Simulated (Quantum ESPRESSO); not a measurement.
## Magnetic state of FeGe from several starts

Wanted: the moments of FeGe and the energy of each order that was tried.

Calculated with Quantum ESPRESSO 7.5; PBE; plane waves with GBRV 1.5 PBE potentials, no spin-orbit coupling.

**1. The starting structure**

It takes space group P6/mmm (No. 191, hexagonal). The conventional cell has a = 4.998 Å, b = 4.998 Å, c = 4.116 Å, α = 90.00°, β = 90.00°, γ = 120.00°. Nearest to Fe lie 4 Fe at 2.50 Å and 6 Ge at 2.50 to 2.51 Å. Nearest to Ge lie 6 Fe at 2.50 Å. Ge has 6 Fe at 2.51 Å nearest. Farther neighbours are not listed.

Coordinates:

```
Fe Ge
1.0
     4.99760    0.00000    0.00000
    -2.49880    4.32805    0.00000
     0.00000    0.00000    4.11576
Fe Ge
3 3
Direct
  0.50000 0.00000 0.00000
  0.50000 0.50000 0.00000
  0.00000 0.50000 0.00000
  0.00000 0.00000 0.00000
  0.33333 0.66667 0.50000
  0.66667 0.33333 0.50000
```

The cell comes from Materials Project 2023-11-01, a database of computed structures, and need not be the stable phase.

The settings of this session are cheaper than careful work needs (see the inputs), so it shows what such settings give, not the properties of the crystal.

**2. Run 1 (ferro +++)**

The signs are those of the starting moments on the seeded atoms, the atoms that are given a moment.

ASE passes magmoms on as starting_magnetization. pw.x reads values of 1 or more as Bohr magnetons; where all are smaller, it reads them as fractions of the valence charge.

pw.py reads:

```python
from ase import Atoms
from ase.calculators.espresso import Espresso, EspressoProfile

atoms = Atoms(['Fe', 'Fe', 'Fe', 'Ge', 'Ge', 'Ge'],
    cell=[[4.99760234, 0.0, 0.0],
         [-2.49880117, 4.32805058, 0.0],
         [0.0, 0.0, 4.11576135]],
    scaled_positions=[[0.5, 0.0, 0.0],
         [0.5, 0.5, 0.0],
         [0.0, 0.5, 0.0],
         [0.0, 0.0, 0.0],
         [0.33333333, 0.66666667, 0.5],
         [0.66666667, 0.33333333, 0.5]],
    pbc=True,
    magmoms=[2.8, 2.8, 2.8, 0.0, 0.0, 0.0])
input_data = {
    'control': {'calculation': 'scf', 'prefix': 'pwscf', 'outdir': './tmp', 'disk_io': 'nowf'},
    'system': {'ecutwfc': 24.0, 'ecutrho': 168.0, 'nbnd': 61, 'occupations': 'smearing', 'smearing': 'fd', 'degauss': 0.00734986, 'nspin': 2},
    'electrons': {'conv_thr': 1.2e-08, 'electron_maxstep': 150, 'mixing_beta': 0.3},
}
atoms.calc = Espresso(
    profile=EspressoProfile(command='mpirun -n 2 pw.x -nk 2', pseudo_dir='pseudo'),
    pseudopotentials={'Fe': 'fe_pbe_v1.5.uspp.F.UPF', 'Ge': 'ge_pbe_v1.4.uspp.F.UPF'},
    input_data=input_data,
    kpts=(6, 6, 6),
    koffset=(0, 0, 0))
atoms.get_potential_energy()
energy = atoms.calc.results['free_energy']
print(f'free energy: {energy:.6f} eV')
print('site moments (muB):', atoms.get_magnetic_moments().round(3))
```

Command:

```console
> OMP_NUM_THREADS=1 python3 pw.py > pw.log
```

The log of the run:

```text
free energy: -18922.409647 eV
site moments (muB): [ 1.512  1.512  1.512 -0.079 -0.052 -0.052]

--- espresso.pwo ---
Program PWSCF v.7.5 starts

Warning: card &CELL ignored
Warning: card &FCP ignored
Warning: card &RISM ignored

     Message from routine setup:
     using ibrav=0 with symmetry is DISCOURAGED, use correct ibrav instead

     K-points division:     npool     =       2
     Subspace diagonalization in iterative solution of the eigenvalue problem:

     G-vector sticks info
     --------------------
     sticks:   dense  smooth     PW     G-vecs:    dense   smooth      PW
     Sum        1039     583    187                22119     9559    1675

     Using Slab Decomposition

     bravais-lattice index     =            0
     lattice parameter (alat)  =       9.4441  a.u.
     unit-cell volume          =     600.7597 (a.u.)^3
     number of atoms/cell      =            6
     number of atomic types    =            2
     number of electrons       =        90.00
     number of Kohn-Sham states=           61
     kinetic-energy cutoff     =      24.0000  Ry
     charge density cutoff     =     168.0000  Ry
     scf convergence threshold =      1.2E-08
     mixing beta               =       0.3000
     number of iterations used =            8  plain     mixing
     Exchange-correlation=  SLA  PW   PBX  PBC
                           (   1   4   3   4   0   0   0)

     celldm(1)=   9.444100  celldm(2)=   0.000000  celldm(3)=   0.000000
     celldm(4)=   0.000000  celldm(5)=   0.000000  celldm(6)=   0.000000

     crystal axes: (cart. coord. in units of alat)
               a(1) = (   1.000000   0.000000   0.000000 )
               a(2) = (  -0.500000   0.866025   0.000000 )
               a(3) = (   0.000000   0.000000   0.823547 )

     reciprocal axes: (cart. coord. in units 2 pi/alat)
               b(1) = (  1.000000  0.577350 -0.000000 )
               b(2) = (  0.000000  1.154701  0.000000 )
               b(3) = (  0.000000 -0.000000  1.214260 )

     PseudoPot. # 1 for Fe read from file:
     fe_pbe_v1.5.uspp.F.UPF
     Pseudo is Ultrasoft + core correction, Zval = 16.0
     Generated by new atomic code, or converted to UPF format
     Using radial grid of  861 points,  6 beta functions with:
                l(1) =   0
                l(2) =   0
                l(3) =   1
                l(4) =   1
                l(5) =   2
                l(6) =   2
     Q(r) pseudized with  8 coefficients,  rinner =    1.000   1.000   1.000
                                                       1.000   1.000

     PseudoPot. # 2 for Ge read from file:
     ge_pbe_v1.4.uspp.F.UPF
     Pseudo is Ultrasoft + core correction, Zval = 14.0
     Generated by new atomic code, or converted to UPF format
     Using radial grid of  873 points,  6 beta functions with:
                l(1) =   0
                l(2) =   0
                l(3) =   1
                l(4) =   1
                l(5) =   2
                l(6) =   2
     Q(r) pseudized with  8 coefficients,  rinner =    1.400   1.400   1.400
                                                       1.400   1.400

     atomic species   valence    mass     pseudopotential
     Fe               16.00    55.84500     Fe( 1.00)
     Ge               14.00    72.63000     Ge( 1.00)

     Starting magnetic structure
     atomic species   magnetization
     Fe              0.175
     Ge              0.000

     24 Sym. Ops., with inversion, found

   Cartesian axes

     site n.     atom                  positions (alat units)
         1        Fe     tau(   1) = (   0.5000000   0.0000000   0.0000000  )
         2        Fe     tau(   2) = (   0.2500000   0.4330127   0.0000000  )
         3        Fe     tau(   3) = (  -0.2500000   0.4330127   0.0000000  )
         4        Ge     tau(   4) = (   0.0000000   0.0000000   0.0000000  )
         5        Ge     tau(   5) = (  -0.0000000   0.5773503   0.4117736  )
         6        Ge     tau(   6) = (   0.5000000   0.2886751   0.4117736  )

     number of k points=    28  Fermi-Dirac smearing, width (Ry)=  0.0073
                       cart. coord. in units 2pi/alat
        k(    1) = (   0.0000000   0.0000000   0.0000000), wk =   0.0046296
        k(    2) = (   0.0000000   0.0000000   0.2023766), wk =   0.0092593
        k(    3) = (   0.0000000   0.0000000   0.4047532), wk =   0.0092593
        k(    4) = (   0.0000000   0.0000000  -0.6071298), wk =   0.0046296
        k(    5) = (   0.0000000   0.1924501   0.0000000), wk =   0.0277778
        [... 23 further k-points ...]

     Dense  grid:    22119 G-vectors     FFT dimensions: (  40,  40,  36)

     Smooth grid:     9559 G-vectors     FFT dimensions: (  30,  30,  25)

     Check: negative core charge=   -0.000041
     Generating pointlists ...
     new r_m :   0.2062 (alat units)  1.9478 (a.u.) for type    1
     new r_m :   0.2062 (alat units)  1.9478 (a.u.) for type    2

     Initial potential from superposition of free atoms

     starting charge      86.9974, renormalised to      90.0000
     Starting wfcs are   66 randomized atomic wfcs

     Self-consistent Calculation

     iteration #  1     ecut=    24.00 Ry     beta= 0.30
     Davidson diagonalization with overlap
     ethr =  1.00E-02,  avg # of iterations =  4.5

     total energy              =   -1390.44215232 Ry
     estimated scf accuracy    <       3.80948280 Ry

     total magnetization       =     4.63 Bohr mag/cell
     absolute magnetization    =     5.34 Bohr mag/cell

     iteration #  2     ecut=    24.00 Ry     beta= 0.30
     Davidson diagonalization with overlap
     ethr =  4.23E-03,  avg # of iterations =  2.3

     total energy              =   -1390.52158478 Ry
     estimated scf accuracy    <       1.68302069 Ry

     total magnetization       =     5.41 Bohr mag/cell
     absolute magnetization    =     6.09 Bohr mag/cell

     iteration #  3     ecut=    24.00 Ry     beta= 0.30
     Davidson diagonalization with overlap
     ethr =  1.87E-03,  avg # of iterations =  2.0

     total energy              =   -1390.67454199 Ry
     estimated scf accuracy    <       0.73741889 Ry

     total magnetization       =     4.79 Bohr mag/cell
     absolute magnetization    =     5.61 Bohr mag/cell

     [... further iterations left out ...]

     iteration # 12     ecut=    24.00 Ry     beta= 0.30
     Davidson diagonalization with overlap
     ethr =  4.24E-09,  avg # of iterations =  2.0

     total energy              =   -1390.77155502 Ry
     estimated scf accuracy    <       0.00000052 Ry

     total magnetization       =     4.21 Bohr mag/cell
     absolute magnetization    =     5.00 Bohr mag/cell

     iteration # 13     ecut=    24.00 Ry     beta= 0.30
     Davidson diagonalization with overlap
     ethr =  5.82E-10,  avg # of iterations =  2.0

     total energy              =   -1390.77156611 Ry
     estimated scf accuracy    <       0.00000017 Ry

     total magnetization       =     4.21 Bohr mag/cell
     absolute magnetization    =     5.00 Bohr mag/cell

     iteration # 14     ecut=    24.00 Ry     beta= 0.30
     Davidson diagonalization with overlap
     ethr =  1.86E-10,  avg # of iterations =  2.5

     total energy              =   -1390.77157281 Ry
     estimated scf accuracy    <       0.00000002 Ry

     total magnetization       =     4.21 Bohr mag/cell
     absolute magnetization    =     4.99 Bohr mag/cell

     iteration # 15     ecut=    24.00 Ry     beta= 0.30
     Davidson diagonalization with overlap
     ethr =  2.78E-11,  avg # of iterations =  2.0

     Magnetic moment per site  (integrated on atomic sphere of radius R)
     atom   1 (R=0.206)  charge= 14.5805  magn=  1.5118
     atom   2 (R=0.206)  charge= 14.5805  magn=  1.5118
     atom   3 (R=0.206)  charge= 14.5805  magn=  1.5118
     atom   4 (R=0.206)  charge= 11.8888  magn= -0.0787
     atom   5 (R=0.206)  charge= 11.9088  magn= -0.0524
     atom   6 (R=0.206)  charge= 11.9088  magn= -0.0524

     End of self-consistent calculation

     [... lines left out ...]
     the Fermi energy is    14.0924 ev

!    total energy              =   -1390.77157856 Ry
     estimated scf accuracy    <          2.9E-09 Ry
     smearing contrib. (-TS)   =      -0.01193736 Ry
     internal energy E=F+TS    =   -1390.75964120 Ry

     The total energy is F=E-TS. E is the sum of the following terms:
     one-electron contribution =    -809.26363523 Ry
     hartree contribution      =     471.72724147 Ry
     xc contribution           =    -261.95116318 Ry
     ewald contribution        =    -791.27208426 Ry

     total magnetization       =     4.21 Bohr mag/cell
     absolute magnetization    =     4.99 Bohr mag/cell

     convergence has been achieved in  15 iterations

=------------------------------------------------------------------------------=
   JOB DONE.
=------------------------------------------------------------------------------=
```

Wall time 49 s (2 MPI ranks of Arm Neoverse V2, shared host); peak memory 0.33 GiB; 97 s of CPU time.

Spin moment in the atom's sphere by atom:

| atom | spin moment in the atom's sphere (μB) |
| --- | --- |
| Fe1 | 1.51 |
| Fe2 | 1.51 |
| Fe3 | 1.51 |
| Ge4 | -0.08 |
| Ge5 | -0.05 |
| Ge6 | -0.05 |

Numbers from this step:

```yaml
smearing_term_ts: 0.1624 eV
magnetization: 4.21 μB
absolute_magnetization: 4.994 μB
final_state: ferromagnetic
```

**3. Run 2, typed as ferri ++−**

pw.py, as its differences from that of step 2:

```diff
@@ -14,6 +14,6 @@
     pbc=True,
-    magmoms=[2.8, 2.8, 2.8, 0.0, 0.0, 0.0])
+    magmoms=[2.8, 2.8, -2.8, 0.0, 0.0, 0.0])
 input_data = {
     'control': {'calculation': 'scf', 'prefix': 'pwscf', 'outdir': './tmp', 'disk_io': 'nowf'},
-    'system': {'ecutwfc': 24.0, 'ecutrho': 168.0, 'nbnd': 61, 'occupations': 'smearing', 'smearing': 'fd', 'degauss': 0.00734986, 'nspin': 2},
+    'system': {'ecutwfc': 24.0, 'ecutrho': 168.0, 'nbnd': 58, 'occupations': 'smearing', 'smearing': 'fd', 'degauss': 0.00734986, 'nspin': 2},
     'electrons': {'conv_thr': 1.2e-08, 'electron_maxstep': 150, 'mixing_beta': 0.3},
```

espresso.pwi reads:

```
&CONTROL
   calculation      = 'scf'
   outdir           = './tmp'
   prefix           = 'pwscf'
   disk_io          = 'nowf'
   pseudo_dir       = 'pseudo'
/
&SYSTEM
   nbnd             = 58
   ecutwfc          = 24.0
   ecutrho          = 168.0
   occupations      = 'smearing'
   degauss          = 0.00734986
   smearing         = 'fd'
   nspin            = 2
   starting_magnetization(1) = 2.8
   starting_magnetization(2) = -2.8
   starting_magnetization(3) = 0.0
   ntyp             = 3
   nat              = 6
   ibrav            = 0
/
&ELECTRONS
   electron_maxstep = 150
   conv_thr         = 1.2e-08
   mixing_beta      = 0.3
/
&IONS
/
&CELL
/
&FCP
/
&RISM
/
ATOMIC_SPECIES
Fe  55.845 fe_pbe_v1.5.uspp.F.UPF
Fe1 55.845 fe_pbe_v1.5.uspp.F.UPF
Ge  72.63 ge_pbe_v1.4.uspp.F.UPF

K_POINTS automatic
6 6 6  0 0 0

CELL_PARAMETERS angstrom
4.99760234000000 0.00000000000000 0.00000000000000
-2.49880117000000 4.32805058000000 0.00000000000000
0.00000000000000 0.00000000000000 4.11576135000000

ATOMIC_POSITIONS angstrom
Fe  2.4988011700 0.0000000000 0.0000000000  
Fe  1.2494005850 2.1640252900 0.0000000000  
Fe1 -1.2494005850 2.1640252900 0.0000000000  
Ge  0.0000000000 0.0000000000 0.0000000000  
Ge  -0.0000000250 2.8853670678 2.0578806750  
Ge  2.4988011950 1.4426835122 2.0578806750
```

Command:

```console
> OMP_NUM_THREADS=1 python3 pw.py > pw.log
```

The log of the run:

```text
     [... lines left out ...]
AssertionError: ((2, 0), 52)
(The script ended with an error from the calculator.)
--- espresso.pwo ---
Program PWSCF v.7.5 starts
     [... lines left out ...]
     number of atoms/cell      =            6
     [... lines left out ...]
     number of electrons       =        90.00
     number of Kohn-Sham states=           58
     kinetic-energy cutoff     =      24.0000  Ry
     charge density cutoff     =     168.0000  Ry
     scf convergence threshold =      1.2E-08
     [... lines left out ...]
      8 Sym. Ops., with inversion, found
     [... lines left out ...]
     number of k points=    52  Fermi-Dirac smearing, width (Ry)=  0.0073
     [... lines left out ...]
     iteration #150     ecut=    24.00 Ry     beta= 0.30
     [... lines left out ...]
     estimated scf accuracy    <       0.00022214 Ry
     total magnetization       =     1.68 Bohr mag/cell
     absolute magnetization    =     4.48 Bohr mag/cell
     [... lines left out ...]
     convergence NOT achieved after 150 iterations: stopping
[key lines of the parts left out:]
total energy              =   -1390.74385101 Ry
```

Elapsed: 15 min, on 2 MPI ranks; peak memory 0.39 GiB.

Residual by cycle:

cycle, log10 residual and a bar from the least value:
```
        1        1.7 ##############################
       15       -3.2 ####
       28       -3.9 
       42       -3.6 ##
       55       -3.9 
       69       -3.9 
       82       -3.8 #
       96       -3.4 ###
      109       -3.4 ##
      123       -3.8 
      136       -3.6 ##
      150       -2.5 #######
```

The run stopped without converging, so none of its numbers is a property of the system.

After 150 cycles the residual stands at 0.0030, against 1.6e-4 at cycle 76 and a least value of 1.2e-4.

**4. Run 3 (no spin polarisation)**

pw.py, as its differences from that of step 3:

```diff
@@ -13,7 +13,6 @@
          [0.66666667, 0.33333333, 0.5]],
-    pbc=True,
-    magmoms=[2.8, 2.8, -2.8, 0.0, 0.0, 0.0])
+    pbc=True)
 input_data = {
     'control': {'calculation': 'scf', 'prefix': 'pwscf', 'outdir': './tmp', 'disk_io': 'nowf'},
-    'system': {'ecutwfc': 24.0, 'ecutrho': 168.0, 'nbnd': 58, 'occupations': 'smearing', 'smearing': 'fd', 'degauss': 0.00734986, 'nspin': 2},
+    'system': {'ecutwfc': 24.0, 'ecutrho': 168.0, 'nbnd': 57, 'occupations': 'smearing', 'smearing': 'fd', 'degauss': 0.00734986},
     'electrons': {'conv_thr': 1.2e-08, 'electron_maxstep': 150, 'mixing_beta': 0.3},
@@ -29,2 +28 @@
 print(f'free energy: {energy:.6f} eV')
-print('site moments (muB):', atoms.get_magnetic_moments().round(3))
```

Command:

```console
> OMP_NUM_THREADS=1 python3 pw.py > pw.log
```

The log of the run:

```text
     [... lines left out ...]
free energy: -18921.773736 eV
--- espresso.pwo ---
Program PWSCF v.7.5 starts
     [... lines left out ...]
     number of atoms/cell      =            6
     [... lines left out ...]
     number of electrons       =        90.00
     number of Kohn-Sham states=           57
     kinetic-energy cutoff     =      24.0000  Ry
     charge density cutoff     =     168.0000  Ry
     scf convergence threshold =      1.2E-08
     [... lines left out ...]
     24 Sym. Ops., with inversion, found
     [... lines left out ...]
     number of k points=    28  Fermi-Dirac smearing, width (Ry)=  0.0073
     [... lines left out ...]
     iteration # 11     ecut=    24.00 Ry     beta= 0.30
     [... lines left out ...]
     the Fermi energy is    13.8133 ev
!    total energy              =   -1390.72483997 Ry
     estimated scf accuracy    <          5.2E-09 Ry
     smearing contrib. (-TS)   =      -0.02780757 Ry
     [... lines left out ...]
     convergence has been achieved in  11 iterations
```

Elapsed: 18 s, on 2 MPI ranks; peak memory 0.29 GiB; 35 s of CPU time.

Numbers from this step:

```yaml
smearing_term_ts: 0.3783 eV
final_state: non-magnetic (no spin polarisation)
```

**5. The states side by side**

An order is kept where moments of 0.15 μB or more survive with the typed signs; meshes match where a doubled cell samples the same k points as the first cell.

Orders:

| start | final state | typed order kept | energy over the lowest (meV a seeded atom) | largest site moment (μB) | net moment (μB a cell of the first run) | mesh matched | CPU time (s) |
| --- | --- | --- | --- | --- | --- | --- | --- |
| ferro +++ | ferromagnetic | yes | 0 | 1.512 | 4.21 | yes | 97.41 |
| no spin polarisation | non-magnetic | - | 212 | 0 | 0 | yes | 35.18 |

**6. Results**

| Quantity | Value |
| --- | --- |
| state of the parallel start | ferromagnetic (from ferro +++) |
| largest site moment | 1.51 μB |
| state without moments | 212 meV a seeded atom higher |

No opposed start converged, so the orders are not ranked. Energies are free energies at an electronic temperature of 1160 K, which lowers moments and differences where the moments are itinerant. The cutoff lies under the 40 Ry that these files are usually run at.

[Logs and program files are shortened in this print: banners, set-up blocks, solver, clock and traceback lines can be left out without a mark of their own.]

[Logs are printed without paths, hosts, clocks, repeated set-up lines and the standing remarks that a program may print on its own settings, such as how far it seeks lower states.]

[Hosts, paths, dates, database ids (printed as entryN), source tags and the programs' standing remarks are cut or masked in the printed files.]

[Where a cell is said to come from a database of computed structures, the database is the Materials Project.]
